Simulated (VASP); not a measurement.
# NaH (Cmmm) in VASP: a series of runs, part 2 of 2

VASP 6.6.1.

**3. Single point, r2SCAN (strain +0.0075 x Voigt [0, 0, 0, 1, 0, 0], atoms carried along)**

The input, POSCAR:

```
NaH
1.0
    2.9551240000      0.0000000000      0.0000000000
    0.0000000000      2.9551240000      0.0110817150
    0.0000000000      0.0110817150      2.9551240000
Na H
1 1
Direct
    0.0000000000      0.0000000000      0.0000000000
    0.5000000000      0.5000000000      0.5000000000
```

The input, INCAR.step1:

```
SYSTEM = NaH
PREC = Accurate ; ENCUT = 520
ISMEAR = 0 ; SIGMA = 0.05
LREAL = .False. ; LASPH = .True.
NELM = 100 ; NBANDS = 11
GGA = PE ; ALGO = Normal
EDIFF = 1E-4 ; LWAVE = .True.
LCHARG = .False.
```

The input, INCAR.step2:

```
SYSTEM = NaH
PREC = Accurate ; ENCUT = 520
EDIFF = 1E-6 ; ISMEAR = 0
SIGMA = 0.05 ; LREAL = .False.
LASPH = .True. ; NELM = 100
ALGO = Normal ; ISIF = 2
LWAVE = .False. ; LCHARG = .False.
METAGGA = R2SCAN ; LMIXTAU = .True.
NBANDS = 11 ; ISTART = 1
```

The input, KPOINTS:

```
Automatic mesh
0
Gamma
  10 10 10
  0 0 0
```

Potentials or basis: VASP PAW PBE potentials, release 64 (Na_pv, H).

On the command line:

```sh
cat potpaw_PBE.64/Na_pv/POTCAR potpaw_PBE.64/H/POTCAR > POTCAR
cp INCAR.step1 INCAR
mpirun -np 1 vasp_std > vasp.out
cp INCAR.step2 INCAR
mpirun -np 1 vasp_std > vasp.out
```

OUTCAR:

```text
SYSTEM = NaH
   PREC = Accurate
   ENCUT = 520
   EDIFF = 1E-6
   ISMEAR = 0
   LREAL = .False.
   LASPH = .True.
   NELM = 100
   ISIF = 2
   METAGGA = R2SCAN
   ISTART = 1

 ion  position               nearest neighbor table
   1  0.000  0.000  0.000-
   2  0.500  0.500  0.500-

  LATTYP: Found a base centered orthorhombic cell.
 ALAT       =     4.1635045276
 B/A-ratio  =     1.0075282309
 C/A-ratio  =     0.7097684127

  Lattice vectors:

 A1 = (   0.0000000000,  -0.0110817150,  -2.9551240000)
 A2 = (   0.0000000000,   2.9551240000,   0.0110817150)
 A3 = (   2.9551240000,   0.0000000000,   0.0000000000)

Analysis of symmetry for initial positions (statically):
=====================================================================
 Subroutine PRICEL returns:
 Original cell was already a primitive cell.

 Routine SETGRP: Setting up the symmetry group for a
 base centered orthorhombic supercell.

 Subroutine GETGRP returns: Found  8 space group operations
 (whereof  8 operations were pure point group operations)
 out of a pool of  8 trial point group operations.

The static configuration has the point symmetry D_2h.

Analysis of symmetry for dynamics (positions and initial velocities):
=====================================================================
 Subroutine PRICEL returns:
 Original cell was already a primitive cell.

 Routine SETGRP: Setting up the symmetry group for a
 base centered orthorhombic supercell.

 Subroutine GETGRP returns: Found  8 space group operations
 (whereof  8 operations were pure point group operations)
 out of a pool of  8 trial point group operations.

The dynamic configuration has the point symmetry D_2h.

 Subroutine INISYM returns: Found  8 space group operations
 (whereof  8 operations are pure point group operations),
 and found     1 'primitive' translations

----------------------------------------------------------------------------------------
[... 120 lines left out ...]
   AEXX    =    0.0000 exact exchange contribution
   IVDW    =     0    specifies the selected vdW correction
   LEPSILON=     F    determine dielectric tensor
   LRPA    =     F    only Hartree local field effects (RPA)
 non-spin polarized calculation
 Gauss-broadening in eV      SIGMA  =   0.05
  energy-cutoff  :      520.00
  volume of cell :       25.81
 maximum number of plane-waves:       739
 NGX is ok and might be reduce to    24
   NGX = 11   NGY = 11   NGZ = 11

 number of electron       8.0000007 magnetization

 Free energy of the ion-electron system (eV)
  ---------------------------------------------------
  ext. energy  EPLUGINS =         0.00000000
  ---------------------------------------------------
  free energy    TOTEN  =        -7.29206260 eV

  energy without entropy =       -7.29206260  energy(sigma->0) =       -7.29206260

 E-fermi :   1.3157     XC(G=0):  -8.5617

 val. band max:        1.0574280205   @ k =   0.5000   0.5000   0.5000
 cond. band min:       2.6627385577   @ k =   0.5000   0.0000   0.0000
 fundamental gap:      1.6053105372
 Fermi energy:         1.3157354104

 k-point     1 :       0.0000    0.0000    0.0000
  band No.  band energies     occupation
      1     -24.4227      2.00000
      2     -24.4220      2.00000
      3     -24.4212      2.00000
      4      -4.9004      2.00000
      5      10.7430      0.00000
      6      12.6447      0.00000
      7      12.6453      0.00000
      8      14.3440      0.00000
      9      14.3448      0.00000
     10      14.3468      0.00000
     11      27.5782      0.00000
[... 309 lines left out ...]
 k-point    24 :       0.5000    0.3000    0.0000
  band No.  band energies     occupation
      1     -24.5692      2.00000
      2     -24.5071      2.00000
      3     -24.3984      2.00000
      4      -1.4894      2.00000
      5       4.2132      0.00000
      6       7.8521      0.00000
      7      11.4674      0.00000
      8      16.1402      0.00000
      9      17.7545      0.00000
     10      20.3899      0.00000
     11      21.3115      0.00000

 [... further k-points ...]

------------------------ aborting loop because EDIFF is reached ----------------------------------------

  FORCE on cell =-STRESS in cart. coord.  units (eV):
  Direction    XX          YY          ZZ          XY          YZ          ZX
  --------------------------------------------------------------------------------------
  -------------------------------------------------------------------------------------
  Total       -0.1461083     -0.1450984     -0.1450984      0.0000000      0.0075123      0.0000000
  in kB       -9.0711930     -9.0084926     -9.0084926      0.0000000      0.4664050      0.0000000
  external PRESSURE =      -9.0293927 kB  Pullay stress =       0.0000000 kB

 VOLUME and BASIS-vectors are now :
 -----------------------------------------------------------------------------
  energy-cutoff  :      520.00
  volume of cell :       25.81
      direct lattice vectors                 reciprocal lattice vectors
     2.955124000  0.000000000  0.000000000     0.338395275  0.000000000  0.000000000
     0.000000000  2.955124000  0.011081715     0.000000000  0.338400034 -0.001269000
     0.000000000  0.011081715  2.955124000     0.000000000 -0.001269000  0.338400034

 POSITION                                       TOTAL-FORCE (eV/Angst)
 -----------------------------------------------------------------------------------
      0.00000      0.00000      0.00000         0.000000      0.000000      0.000000
      1.47756      1.48310      1.48310         0.000000     -0.000000      0.000000
 -----------------------------------------------------------------------------------
    total drift:                                0.000000      0.000000      0.000000

  FREE ENERGIE OF THE ION-ELECTRON SYSTEM (eV)
  ---------------------------------------------------
  free  energy   TOTEN  =        -7.2920625956 eV

  energy  without entropy=       -7.2920625956  energy(sigma->0) =       -7.29206260
```

OUTCAR.step1:

```text
SYSTEM = NaH
   PREC = Accurate
   ENCUT = 520
   ISMEAR = 0
   LREAL = .False.
   LASPH = .True.
[... 561 lines left out ...]
      0.00000      0.00000      0.00000         0.000000     -0.000000      0.000000
      1.47756      1.48310      1.48310         0.000000      0.000000      0.000000
 -----------------------------------------------------------------------------------
    total drift:                                0.000000      0.000000      0.000000

  FREE ENERGIE OF THE ION-ELECTRON SYSTEM (eV)
  ---------------------------------------------------
  free  energy   TOTEN  =        -4.7724795483 eV

  energy  without entropy=       -4.7724795483  energy(sigma->0) =       -4.77247955
```

Run time: 66 s. Hardware: 1 thread of Intel Xeon Platinum 8375C at 2.90GHz (Ice Lake), shared host; peak memory 0.17 GiB.

What came out:

```
Free energy            : -7.2921 eV
Pressure               : -0.9 GPa
Band gap on the k mesh : 1.61 eV, indirect (least direct gap 5.10 eV)
```

Caveat: the PAW data sets were made with another functional, which shifts forces and pressure a little. A k mesh can miss the band edges.

**4. Single point, r2SCAN (strain -0.0300 x Voigt [0, 0, 0, 1, 0, 0], atoms carried along)**

The input, POSCAR:

```
NaH
1.0
    2.9551240000      0.0000000000      0.0000000000
    0.0000000000      2.9551240000     -0.0443268600
    0.0000000000     -0.0443268600      2.9551240000
Na H
1 1
Direct
    0.0000000000      0.0000000000      0.0000000000
    0.5000000000      0.5000000000      0.5000000000
```

The input, INCAR.step1:

```
SYSTEM = NaH
  PREC = Accurate
  ENCUT = 520
  ISMEAR = 0
  SIGMA = 0.05
  LREAL = .False.
  LASPH = .True.
  NELM = 100
  NBANDS = 11
  GGA = PE
  ALGO = Normal
  EDIFF = 1E-4
  LWAVE = .True.
  LCHARG = .False.
```

The input, INCAR.step2:

```
SYSTEM = NaH
  PREC = Accurate
  ENCUT = 520
  EDIFF = 1E-6
  ISMEAR = 0
  SIGMA = 0.05
  LREAL = .False.
  LASPH = .True.
  NELM = 100
  ALGO = Normal
  ISIF = 2
  LWAVE = .False.
  LCHARG = .False.
  METAGGA = R2SCAN
  LMIXTAU = .True.
  NBANDS = 11
  ISTART = 1
```

The input, KPOINTS:

```
regular mesh
0
Gamma
  10 10 10
  0 0 0
```

On the command line:

```sh
cat potpaw_PBE.64/Na_pv/POTCAR potpaw_PBE.64/H/POTCAR > POTCAR
cp INCAR.step1 INCAR
mpirun -np 1 vasp_std > vasp.out
cp INCAR.step2 INCAR
mpirun -np 1 vasp_std > vasp.out
```

Run time: 62 s. Hardware: 1 thread of Intel Xeon Platinum 8375C at 2.90GHz (Ice Lake), shared host; peak memory 0.17 GiB.

Results (log left out):

```yaml
Free_energy: -7.2925 eV
Pressure: -0.8 GPa
Band_gap_on_the_k_mesh: 1.61 eV, indirect (least direct gap 5.10 eV)
```

Stress tensor (GPa, compression positive):
```
-0.90  0.00  0.00
 0.00 -0.80 -0.14
 0.00 -0.14 -0.80
```

Levels at points of the mesh, in eV from the valence-band top:
```tsv
k point	band 1	band 2	band 3	band 4	band 5	band 6	band 7	band 8	band 9
(0.00, 0.00, 0.00)	-25.48	-25.47	-25.47	-5.95	9.69	11.59	11.60	13.29	13.30
(0.50, 0.00, 0.00)	-25.64	-25.46	-25.45	-3.49	1.61	11.96	14.80	15.00	15.21
(0.00, 0.50, 0.00)	-25.64	-25.46	-25.46	-3.49	1.61	11.94	14.56	15.10	15.34
(0.50, 0.50, 0.00)	-25.61	-25.61	-25.44	-1.81	4.82	4.82	7.76	15.63	19.42
(0.00, 0.50, 0.50)	-25.62	-25.60	-25.44	-1.82	4.57	5.08	7.77	15.67	19.23
(0.50, 0.50, 0.50)	-25.59	-25.59	-25.58	0.00	7.08	7.28	7.50	9.82	10.11
```

Caveat: the PAW data sets were made with another functional, which shifts forces and pressure a little.

**5. Overview**

```csv
cell,gap on the mesh (eV),pressure (GPa)
"strain +0.0450 x Voigt [0, 0, 0, 1, 0, 0], atoms carried along",1.61,-0.8
"strain +0.0075 x Voigt [0, 0, 0, 1, 0, 0], atoms carried along",1.61,-0.9
"strain -0.0300 x Voigt [0, 0, 0, 1, 0, 0], atoms carried along",1.61,-0.8
```

Alike in all rows: task single point; level r2SCAN; potentials or basis VASP PAW PBE potentials, release 64 (Na_pv, H); no spin polarisation; k mesh 10 × 10 × 10; cutoff (eV) 520; smearing gaussian 0.05 eV.

Caveats: the PAW data sets were made with another functional, which shifts forces and pressure a little.

Absolute energies hang on the potentials; compare differences alone.
